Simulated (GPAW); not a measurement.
The system is Te2Mo.

```
Te Mo
1.0
     3.51820    0.00000    0.00000
    -1.75910    3.04685    0.00000
     0.00000    0.00000   13.97360
Te Mo
4 2
Direct
  0.66667 0.33333 0.37900
  0.33333 0.66667 0.62100
  0.33333 0.66667 0.87900
  0.66667 0.33333 0.12100
  0.66667 0.33333 0.75000
  0.33333 0.66667 0.25000
```

- Program: GPAW 26.7.0
- Task: relaxation of cell and atoms
- Functional: PBE
- Dispersion: D3(BJ)
- Potentials or basis: GPAW PAW data sets (gpaw-data 1.2.1)
- Cutoff: 600 eV
- Basis: pw
- k mesh: 5 × 5 × 2
- Occupations: fermi-dirac, width 0.05 eV
- Spin: no spin polarisation

At the start: pressure -1.1 GPa; volume 24.96 Å³/atom.

Q: How do energy, volume and symmetry change on relaxing?

A: Over 10 steps the energy falls by 5.3 meV/atom and the volume is 23.94 Å³/atom (-4.1 %); space group P6_3/mmc (No. 194, to 0.05 Å).

The path:
| step | energy change (eV) | largest force (eV/Å) | pressure (GPa) | volume (Å³) |
| --- | --- | --- | --- | --- |
| 1 | 0.0000 | 0.0959 | -1.13 | 149.79 |
| 2 | -0.0018 | 0.0922 | -1.09 | 149.60 |
| 3 | -0.0230 | 0.0084 | 0.00 | 145.03 |
| 4 | -0.0234 | 0.0127 | -0.02 | 145.12 |
| 5 | -0.0275 | 0.0534 | -0.08 | 145.31 |
| 6 | -0.0302 | 0.0713 | 0.01 | 144.78 |
| 7 | -0.0316 | 0.0577 | 0.15 | 143.93 |
| 8 | -0.0319 | 0.0335 | 0.15 | 143.62 |
| 9 | -0.0320 | 0.0125 | 0.10 | 143.57 |
| 10 | -0.0320 | 0.0029 | 0.04 | 143.63 |

Final structure:
```xyz
6
Lattice="3.4902 0.0000 0.0000 -1.7451 3.0226 0.0000 0.0000 0.0000 13.6150" Properties=species:S:1:pos:R:3 pbc="T T T"
Te    1.7451    1.0075    5.2167
Te    0.0000    2.0151    8.3983
Te    0.0000    2.0151   12.0242
Te    1.7451    1.0075    1.5908
Mo    1.7451    1.0075   10.2113
Mo    0.0000    2.0151    3.4037
```

Caveat: the k mesh is coarse; later steps reuse the first step's grids.
